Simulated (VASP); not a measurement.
**Sb: band structure with SCAN**

Sb:

```
Sb
1.0
    -1.87134    1.87134    1.87134
     1.87134   -1.87134    1.87134
     1.87134    1.87134   -1.87134
Sb
1
Direct
  0.00000 0.00000 0.00000
```

This isn't the form of Sb at room conditions, which is rhombohedral.

```yaml
Program: VASP 6.6.1
Task: band structure
Functional: SCAN
Potentials_or_basis: VASP PAW PBE potentials, release 64 (Sb)
Cutoff: 520 eV
k_mesh: 10 × 10 × 10
Occupations: fermi-dirac, width 0.05 eV
Spin: no spin polarisation
Further_INCAR_settings: ALGO = Normal; EDIFF = 1e-06
```

```yaml
Pressure: 1.3 GPa
Band_gap_along_the_path: none (metal or under the smearing width)
```

Levels at the corners of the path, in eV from the Fermi level:
```csv
point,band 1,band 2,band 3,band 4,band 5
Γ,-13.68,5.93,5.93,5.93,11.33
H,-5.63,-2.19,-2.19,-2.19,3.26
H,-5.63,-2.19,-2.19,-2.19,3.26
N,-9.24,-6.04,1.80,4.07,7.04
N,-9.24,-6.04,1.80,4.07,7.04
Γ,-13.68,5.93,5.93,5.93,11.33
Γ,-13.68,5.93,5.93,5.93,11.33
P,-8.13,-2.99,-2.99,-2.99,16.03
P,-8.13,-2.99,-2.99,-2.99,16.03
H,-5.63,-2.19,-2.19,-2.19,3.26
P,-8.13,-2.99,-2.99,-2.99,16.03
N,-9.24,-6.04,1.80,4.07,7.04
```

Wall time 2.4 min on 1 thread of AMD EPYC 7571, on a shared host, peak memory 0.12 GiB.

Caveat: the PAW data sets were made with another functional, which shifts forces and pressure a little; spin-orbit coupling is left out, which moves the levels of the heavy elements.
